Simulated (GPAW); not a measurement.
# BAs (F-43m) in GPAW: notebook, part 2 of 2

GPAW 26.7.0. The steps go on from the part before.

## Step 5: Band structure, vdW-DF2, spin-orbit coupling, no magnetisation

The input, run.py:

```python
import numpy as np
from ase.dft.bandgap import bandgap
from ase.io import write
from ase.spacegroup import crystal
from gpaw import GPAW, PW
from gpaw.spinorbit import soc_eigenstates

# As 4c
# B 4a
atoms = crystal(['As', 'B'],
                basis=[[0.25, 0.25, 0.25],
                       [0.0, 0.0, 0.0]],
                spacegroup=216, setting=1,  # F-43m
                cellpar=[4.777, 4.777, 4.777, 90.0, 90.0, 90.0],
                primitive_cell=True)

calc = GPAW(mode=PW(800),
            xc={'name': 'vdW-DF2', 'backend': 'libvdwxc'},
            kpts={'size': (8, 8, 8), 'gamma': True},
            occupations={'name': 'fermi-dirac', 'width': 0.05},
            nbands=11,
            convergence={'density': 1e-05, 'energy': 1e-05},
            maxiter=150,
            txt='gpaw.txt')
atoms.calc = calc
energy = atoms.get_potential_energy()
forces = atoms.get_forces()
calc.write('gs.gpw')
write('result.traj', atoms)
print(f'Energy: {energy:.6f} eV')
print('Forces (eV/A):')
print(forces.round(4))
print('Fermi level:', round(calc.get_fermi_level(), 4), 'eV')
print(f'Gap: {bandgap(calc)[0]:.4f} eV, direct: {bandgap(calc, direct=True)[0]:.4f} eV')

path = atoms.cell.bandpath('GXWKGLUWLK,UX', npoints=100, eps=1e-4)
bs_calc = calc.fixed_density(kpts=path, symmetry='off', nbands=19,
                             convergence={'bands': 'CBM+6.0', 'eigenstates': 1e-6}, txt='bands.txt')
bs = bs_calc.band_structure()
bs.write('bs.json')
print(f'Gap on the path: {bandgap(bs_calc)[0]:.4f} eV')

soc = soc_eigenstates(bs_calc, theta=54.7, phi=45)
np.savetxt('soc_bands.dat', soc.eigenvalues(), fmt='%.4f')
mesh = soc_eigenstates('gs.gpw', theta=54.7, phi=45)
np.savetxt('soc_mesh.dat', mesh.eigenvalues(), fmt='%.4f')
print('Fermi level with spin-orbit coupling:', round(mesh.fermi_level, 4), 'eV')
```

Potentials or basis: GPAW PAW data sets (gpaw-data 1.2.1), pw.

Command:

```sh
$ OMP_NUM_THREADS=1 python run.py
```

gpaw.txt:

```text
__  _  _
 | _ |_)|_||  |
 |__||  | ||/\| - 26.7.0

Input parameters:
  mode=PW(ecut=800.0),
  convergence={'density': 1e-05, 'energy': 1e-05},
  kpts=MonkhorstPack(size=(8, 8, 8), gamma=True),
  maxiter=150,
  nbands=11,
  occupations=Occupations(name='fermi-dirac', width=0.05),
  xc=XC(name='vdW-DF2', backend='libvdwxc')

Diagonalizing LCAO Hamiltonian
Converting LCAO to pw mode

           As

       B

Atoms  # Å, Bohr magnetons
|   | symbol |        x |        y |        z |    initial magnetic moments |
|---|--------|----------|----------|----------|-----------------------------|
| 0 |     As | 1.194250 | 1.194250 | 1.194250 | ( 0.0000,  0.0000,  0.0000) |
| 1 |      B | 0.000000 | 0.000000 | 0.000000 | ( 0.0000,  0.0000,  0.0000) |

Unit cell  # Å
| periodic |        x |        y |        z |  lengths |    angles |
|----------|----------|----------|----------|----------|-----------|
|      yes | 0.000000 | 2.388500 | 2.388500 | 3.377849 | 60.000000 |
|      yes | 2.388500 | 0.000000 | 2.388500 | 3.377849 | 60.000000 |
|      yes | 2.388500 | 2.388500 | 0.000000 | 3.377849 | 60.000000 |

Number of symmetries: 24
Symmetry operations  # r_c * U_cc + t_c -> r_c
|    | kind |            matrix            |
|----|------|------------------------------|
|  0 |  E   |  1, 0, 0,  0, 1, 0,  0, 0, 1 |
|  1 |  σ   |  1, 0, 0,  0, 0, 1,  0, 1, 0 |
|  2 |  σ   |  1, 0,-1,  0, 1,-1,  0, 0,-1 |
|  3 |  C3  |  1, 0,-1,  0, 0,-1,  0, 1,-1 |
|  4 |  C3  |  1,-1, 0,  0,-1, 1,  0,-1, 0 |
|  5 |  σ   |  1,-1, 0,  0,-1, 0,  0,-1, 1 |
|  6 |  σ   |  0, 1, 0,  1, 0, 0,  0, 0, 1 |
[... 144 lines left out ...]
  PAW datasets: PBE

convergence criteria:
- Maximum integral of absolute [dens]ity change: 1e-05 electrons / valence electron
- Maximum [total energy] change in last 3 cyles: 1e-05 eV / valence electron
- Maximum integral of absolute [eigenst]ate change: 4e-08 eV^2 / valence electron
maximum number of iterations: 150

SCF iterations
|iter     | |      energy | eigst |  dens |
|---------|-|-------------|-------|-------|
|iter:   1| |  -87.010986 | -0.05 |       |
|iter:   2| |  -86.854105 | -2.36 | -0.67 |
|iter:   3| |  -86.216539 | -1.46 | -0.71 |
|iter:   4| |  -86.208580 | -2.90 | -1.39 |
|iter:   5| |  -86.209643 | -3.65 | -1.83 |
|iter:   6| |  -86.209847 | -4.65 | -2.41 |
|iter:   7| |  -86.209851 | -6.85 | -3.44 |
|iter:   8| |  -86.209852c| -7.50c| -3.92 |
|iter:   9| |  -86.209852c| -8.05c| -5.01c|

Converged in 9 steps
Energy contributions relative to reference atoms: (reference = -62172.463167)

Energy contributions:
  Kinetic:          30.209508
  Coulomb:         -26.900134
  Zero:              0.022160
  External:          0.000000
  Xc:              -89.541385
  Entropy:          -0.000000
  Spinorbit:         0.000000
  ----------------------------
  Free energy:     -86.209852
  Extrapolated:    -86.209852

dipole moment: (-11.391150, -11.391150, -11.391150)  # |e|*Ang

Fermi level: 8.712
Eigenvalues  # (at kpt = [0.000, 0.000, 0.000])
| band index |      eig [eV] | occ [0-2] |
|------------|---------------|-----------|
|          0 |        -7.270 |     2.000 |
|          1 |         7.985 |     2.000 |
|          2 |         7.985 |     2.000 |
|          3 |         7.985 |     2.000 |
|          4 |        11.426 |     0.000 |
|          5 |        11.426 |     0.000 |
|          6 |        11.426 |     0.000 |
|          7 |        12.666 |     0.000 |
|          8 |        18.072 |     0.000 |
|          9 |        21.431 |     0.000 |
|         10 |        21.445 |     0.000 |

Gap: 1.490 eV
Transition (v -> c):
  (s=0, k=0, n=3, [0.00, 0.00, 0.00]) -> (s=0, k=12, n=4, [0.38, 0.38, 0.00])
Direct/indirect transitions are different
Direct gap: 3.441 eV
Transition at: (s=0, k=0, n=3, [0.00, 0.00, 0.00])

Forces  # eV/Ang
|        x |        y |        z |
|----------|----------|----------|
| -0.00000 |  0.00000 | -0.00000 |  # As   0
|  0.00000 | -0.00000 |  0.00000 |  # B    1

# Writing to gs.gpw (mode='')
```

stdout:

```text
Energy: -86.209852 eV
Forces (eV/A):
[[-0.  0. -0.]
 [ 0. -0.  0.]]
Fermi level: 8.7117 eV
Gap: 1.4901 eV, direct: 3.4410 eV
Gap on the path: 1.4838 eV
Fermi level with spin-orbit coupling: 8.7371 eV
```

bands.txt:

```text
Diagonalizing LCAO Hamiltonian
Converting LCAO to pw mode
convergence criteria:
- Maximum integral of absolute [eigenst]ate change: 1e-06 eV^2 / valence electron
maximum number of iterations: 150

SCF iterations
|iter     | |      energy | eigst |  dens |
[... 105 lines left out ...]
         [0.3875    , 0.3875    , 0.725     ],
         [0.375     , 0.375     , 0.75      ],
         [0.625     , 0.25      , 0.625     ],
         [0.60416667, 0.20833333, 0.60416667],
         [0.58333333, 0.16666667, 0.58333333],
         [0.5625    , 0.125     , 0.5625    ],
         [0.54166667, 0.08333333, 0.54166667],
         [0.52083333, 0.04166667, 0.52083333],
         [0.5       , 0.        , 0.5       ]])),
  maxiter=150,
  nbands=19,
  occupations=Occupations(name='fermi-dirac', width=0.05),
  symmetry=Symmetry(point_group=False, time_reversal=False),
  xc=XC(name='vdW-DF2', backend='libvdwxc')
```

It took 24 s on 1 thread of Intel Xeon Platinum 8488C (Sapphire Rapids), shared host; peak memory 0.28 GiB.

What came out:

```yaml
Free_energy: -86.2099 eV
Band_gap_on_the_k_mesh: 1.42 eV, indirect (least direct gap 3.22 eV)
Band_gap_along_the_path: 1.41 eV, indirect (least direct gap 3.22 eV)
```

Levels at the corners of the path, in eV from the valence-band top:
```csv
point,band 6,band 7,band 8,band 9,band 10,band 11
Γ,0.00,0.00,0.00,3.22,3.22,3.45
X,-4.09,-3.95,-3.95,1.69,1.69,1.71
W,-5.28,-5.07,-5.05,5.43,5.43,5.95
K,-5.74,-3.45,-3.44,2.28,2.29,5.66
Γ,0.00,0.00,0.00,3.22,3.22,3.45
L,-1.92,-1.77,-1.77,2.75,2.75,4.90
U,-5.74,-3.45,-3.44,2.28,2.29,5.66
W,-5.28,-5.07,-5.05,5.43,5.43,5.95
L,-1.92,-1.77,-1.77,2.75,2.75,4.90
K,-5.74,-3.45,-3.44,2.28,2.29,5.66
U,-5.74,-3.45,-3.44,2.28,2.29,5.66
X,-4.09,-3.95,-3.95,1.69,1.69,1.71
```

Caveat: spin-orbit coupling was added after a scalar SCF, so levels and gaps hold it while energy, forces, pressure and moments don't; this program's spin-orbit splittings come out too wide for heavy elements; the PAW data sets were made with another functional, which shifts forces and pressure a little.

## Step 6: Band structure, PBEint, spin-orbit coupling, no magnetisation

The input, run.py:

```python
import numpy as np
import spglib
from ase import Atoms
from ase.dft.bandgap import bandgap
from ase.io import read, write
from ase.units import GPa
from gpaw import GPAW, PW, setup_paths
from gpaw.spinorbit import soc_eigenstates

setup_paths.insert(0, '.')

atoms = read('BAs.cif')
cell, positions, numbers = spglib.find_primitive(
    (atoms.cell[:], atoms.get_scaled_positions(), atoms.numbers), symprec=1e-4)
atoms = Atoms(numbers, cell=cell, scaled_positions=positions, pbc=True)

calc = GPAW(mode=PW(800),
            xc='GGA_X_PBEINT+GGA_C_PBEINT',
            kpts={'size': (8, 8, 8), 'gamma': True},
            occupations={'name': 'fermi-dirac', 'width': 0.05},
            nbands=11,
            convergence={'density': 1e-05, 'energy': 1e-05},
            maxiter=150,
            txt='gpaw.txt')
atoms.calc = calc
energy = atoms.get_potential_energy()
forces = atoms.get_forces()
stress = atoms.get_stress()
calc.write('gs.gpw')
write('result.traj', atoms)
print(f'Energy: {energy:.6f} eV')
print('Forces (eV/A):')
print(forces.round(4))
print('Stress (GPa):', (stress / GPa).round(3))
print('Fermi level:', round(calc.get_fermi_level(), 4), 'eV')
print(f'Gap: {bandgap(calc)[0]:.4f} eV, direct: {bandgap(calc, direct=True)[0]:.4f} eV')

path = atoms.cell.bandpath('GXWKGLUWLK,UX', npoints=80, eps=1e-4)
bs_calc = calc.fixed_density(kpts=path, symmetry='off', nbands=19,
                             convergence={'bands': 'CBM+6.0', 'eigenstates': 1e-6}, txt='bands.txt')
bs = bs_calc.band_structure()
bs.write('bs.json')
print(f'Gap on the path: {bandgap(bs_calc)[0]:.4f} eV')

soc = soc_eigenstates(bs_calc, theta=0, phi=0)
np.savetxt('soc_bands.dat', soc.eigenvalues(), fmt='%.4f')
mesh = soc_eigenstates('gs.gpw', theta=0, phi=0)
np.savetxt('soc_mesh.dat', mesh.eigenvalues(), fmt='%.4f')
print('Fermi level with spin-orbit coupling:', round(mesh.fermi_level, 4), 'eV')
```

The input, BAs.cif:

```cif
data_BAs
_cell_length_a 4.77700000
_cell_length_b 4.77700000
_cell_length_c 4.77700000
_cell_angle_alpha 90.00000000
_cell_angle_beta 90.00000000
_cell_angle_gamma 90.00000000
_space_group_name_H-M_alt 'F-43m'
_space_group_name_Hall 'F -4 2 3'
_space_group_IT_number 216
loop_
_space_group_symop_operation_xyz
'x,y,z'
'y,-x,-z'
'-x,-y,z'
'-y,x,-z'
'x,-y,-z'
'y,x,z'
'-x,y,-z'
'-y,-x,z'
'z,x,y'
'-z,y,-x'
'z,-x,-y'
'-z,-y,x'
'-z,x,-y'
'z,y,x'
'-z,-x,y'
'z,-y,-x'
'y,z,x'
'-x,-z,y'
'-y,z,-x'
'x,-z,-y'
'-y,-z,x'
'x,z,y'
'y,-z,-x'
'-x,z,-y'
'x,y+1/2,z+1/2'
'y,-x+1/2,-z+1/2'
'-x,-y+1/2,z+1/2'
'-y,x+1/2,-z+1/2'
'x,-y+1/2,-z+1/2'
'y,x+1/2,z+1/2'
'-x,y+1/2,-z+1/2'
'-y,-x+1/2,z+1/2'
'z,x+1/2,y+1/2'
'-z,y+1/2,-x+1/2'
'z,-x+1/2,-y+1/2'
'-z,-y+1/2,x+1/2'
'-z,x+1/2,-y+1/2'
'z,y+1/2,x+1/2'
'-z,-x+1/2,y+1/2'
'z,-y+1/2,-x+1/2'
'y,z+1/2,x+1/2'
'-x,-z+1/2,y+1/2'
'-y,z+1/2,-x+1/2'
'x,-z+1/2,-y+1/2'
'-y,-z+1/2,x+1/2'
'x,z+1/2,y+1/2'
'y,-z+1/2,-x+1/2'
'-x,z+1/2,-y+1/2'
'x+1/2,y,z+1/2'
'y+1/2,-x,-z+1/2'
'-x+1/2,-y,z+1/2'
'-y+1/2,x,-z+1/2'
'x+1/2,-y,-z+1/2'
'y+1/2,x,z+1/2'
'-x+1/2,y,-z+1/2'
'-y+1/2,-x,z+1/2'
'z+1/2,x,y+1/2'
'-z+1/2,y,-x+1/2'
'z+1/2,-x,-y+1/2'
'-z+1/2,-y,x+1/2'
'-z+1/2,x,-y+1/2'
'z+1/2,y,x+1/2'
'-z+1/2,-x,y+1/2'
'z+1/2,-y,-x+1/2'
'y+1/2,z,x+1/2'
'-x+1/2,-z,y+1/2'
'-y+1/2,z,-x+1/2'
'x+1/2,-z,-y+1/2'
'-y+1/2,-z,x+1/2'
'x+1/2,z,y+1/2'
'y+1/2,-z,-x+1/2'
'-x+1/2,z,-y+1/2'
'x+1/2,y+1/2,z'
'y+1/2,-x+1/2,-z'
'-x+1/2,-y+1/2,z'
'-y+1/2,x+1/2,-z'
'x+1/2,-y+1/2,-z'
'y+1/2,x+1/2,z'
'-x+1/2,y+1/2,-z'
'-y+1/2,-x+1/2,z'
'z+1/2,x+1/2,y'
'-z+1/2,y+1/2,-x'
'z+1/2,-x+1/2,-y'
'-z+1/2,-y+1/2,x'
'-z+1/2,x+1/2,-y'
'z+1/2,y+1/2,x'
'-z+1/2,-x+1/2,y'
'z+1/2,-y+1/2,-x'
'y+1/2,z+1/2,x'
'-x+1/2,-z+1/2,y'
'-y+1/2,z+1/2,-x'
'x+1/2,-z+1/2,-y'
'-y+1/2,-z+1/2,x'
'x+1/2,z+1/2,y'
'y+1/2,-z+1/2,-x'
'-x+1/2,z+1/2,-y'
loop_
_atom_site_label
_atom_site_type_symbol
_atom_site_symmetry_multiplicity
_atom_site_Wyckoff_symbol
_atom_site_fract_x
_atom_site_fract_y
_atom_site_fract_z
_atom_site_occupancy
As1 As 4 c 0.2500000000 0.2500000000 0.2500000000 1
B1 B 4 a 0.0000000000 0.0000000000 0.0000000000 1
```

Potentials or basis: PAW data sets generated in the run's folder for this functional, pw.

Command:

```sh
$ gpaw-setup -f GGA_X_PBEINT+GGA_C_PBEINT As B
$ OMP_NUM_THREADS=1 python run.py
```

Run time: 21 s. Hardware: 1 thread of Intel Xeon Platinum 8488C (Sapphire Rapids), shared host; peak memory 0.24 GiB.

The run converged. Its results:

* Free energy: -11.9109 eV
* Pressure: 0.9 GPa
* Band gap on the k mesh: 1.03 eV, indirect (least direct gap 3.04 eV)
* Band gap along the path: 1.01 eV, indirect (least direct gap 3.04 eV)

Levels at the corners of the path, in eV from the valence-band top:
| point | band 6 | band 7 | band 8 | band 9 | band 10 | band 11 |
| --- | --- | --- | --- | --- | --- | --- |
| Γ | 0.00 | 0.00 | 0.00 | 3.04 | 3.04 | 3.26 |
| X | -4.24 | -4.11 | -4.11 | 1.26 | 1.26 | 1.26 |
| W | -5.56 | -5.33 | -5.31 | 5.13 | 5.13 | 5.89 |
| K | -6.04 | -3.58 | -3.58 | 1.87 | 1.88 | 5.42 |
| Γ | 0.00 | 0.00 | 0.00 | 3.04 | 3.04 | 3.26 |
| L | -1.97 | -1.82 | -1.82 | 2.60 | 2.60 | 4.62 |
| U | -6.04 | -3.58 | -3.58 | 1.87 | 1.88 | 5.42 |
| W | -5.56 | -5.33 | -5.31 | 5.13 | 5.13 | 5.89 |
| L | -1.97 | -1.82 | -1.82 | 2.60 | 2.60 | 4.62 |
| K | -6.04 | -3.58 | -3.58 | 1.87 | 1.88 | 5.42 |
| U | -6.04 | -3.58 | -3.58 | 1.87 | 1.88 | 5.42 |
| X | -4.24 | -4.11 | -4.11 | 1.26 | 1.26 | 1.26 |

Caveat: spin-orbit coupling was added after a scalar SCF, so levels and gaps hold it while energy, forces, pressure and moments don't; this program's spin-orbit splittings come out too wide for heavy elements.

## Step 7: Summary

```csv
task,level,potentials or basis,spin,band path,band points,spin axis theta (degrees),spin axis phi (degrees),soc after scf,gap on the mesh (eV)
equation of state,vdW-DF,"GPAW PAW data sets (gpaw-data 1.2.1), pw",off,-,-,-,-,-,-
equation of state,SOGGA,"PAW data sets generated in the run's folder for this functional, pw",off,-,-,-,-,-,-
band structure,vdW-DF2,"GPAW PAW data sets (gpaw-data 1.2.1), pw","SOC, no magnetisation","GXWKGLUWLK,UX",100,54.7,45,second variation,1.42
band structure,PBEint,"PAW data sets generated in the run's folder for this functional, pw","SOC, no magnetisation","GXWKGLUWLK,UX",80,0,0,second variation,1.03
```

Alike in all rows: cell as given; k mesh 8 × 8 × 8; cutoff (eV) 800; smearing fermi-dirac 0.05 eV.

Caveats: the PAW data sets were made with another functional, which shifts forces and pressure a little (some runs); spin-orbit coupling was added after a scalar SCF, so levels and gaps hold it while energy, forces, pressure and moments don't (some runs); this program's spin-orbit splittings come out too wide for heavy elements (some runs).

Total energies depend on the potentials used, so only differences within one code and one set of settings carry meaning.

## Step 8: Against experiment

Step 4. A measured bulk modulus of BAs is 148 GPa (quoted in “Basic Physical Properties of Cubic Boron Arsenide”, 2019, arxiv:1911.11281); the calculated 142 GPa misses it by -4.1 %. The fit is for a static lattice scaled at fixed shape and fixed fractional positions.
